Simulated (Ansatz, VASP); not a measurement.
One calculation of Sn, two programs

Contents of INCAR:

```
PREC = Accurate
ENCUT = 520
EDIFF = 1E-7
ISMEAR = -1
SIGMA = 0.08
LREAL = F
LASPH = T
NELM = 60
ALGO = Normal
ISIF = 2
LWAVE = F
LCHARG = F
GGA = CA
NBANDS = 13
```

File KPOINTS:

```
regular mesh
0
Gamma
  14 14 14
```

The input POSCAR:

```
Sn
1.0
   -1.8219243069      1.8219243069      1.8219243069
    1.8219243069     -1.8219243069      1.8219243069
    1.8219243069      1.8219243069     -1.8219243069
Sn
1
Direct
    0.0000000000      0.0000000000      0.0000000000
```

Input for Ansatz:

```yaml
crystal:
  lattice:
    - [-1.8219243069, 1.8219243069, 1.8219243069]
    - [1.8219243069, -1.8219243069, 1.8219243069]
    - [1.8219243069, 1.8219243069, -1.8219243069]
  atoms:
    - { symbol: Sn, position: [0.0, 0.0, 0.0] }
kpoints:
  mp_grid: { grid: [14, 14, 14] }
scf:
  occupations: { method: fermi_dirac, width: 0.08 }
hamiltonian:
  xc: lda
  pseudopotentials: { kind: all_electron, lapw: { basis_error: 0.001 } }
output:
  forces: true
  stress: true
  eigenvalues: true
  populations: true
```

Change from the starting cell: volume scaled by 0.95, LAPW.

Alike in both runs: task single point; functional LDA; k mesh 14 × 14 × 14; occupations fermi-dirac, width 0.08 eV; no spin polarisation.

```csv
,VASP,Ansatz
version,VASP 6.6.1,Ansatz 0.2.0
potentials or method,"VASP PAW LDA potentials, release 64 (Sn_d)","all-electron LAPW, scalar-relativistic"
plane-wave cutoff (eV),520,see its input
```

```csv
,VASP,Ansatz,Ansatz less VASP
pressure (GPa),3.5,3.5,-0.01
```

Ansatz ran all-electron here, so the differences hold the error of VASP's frozen core and of both bases.
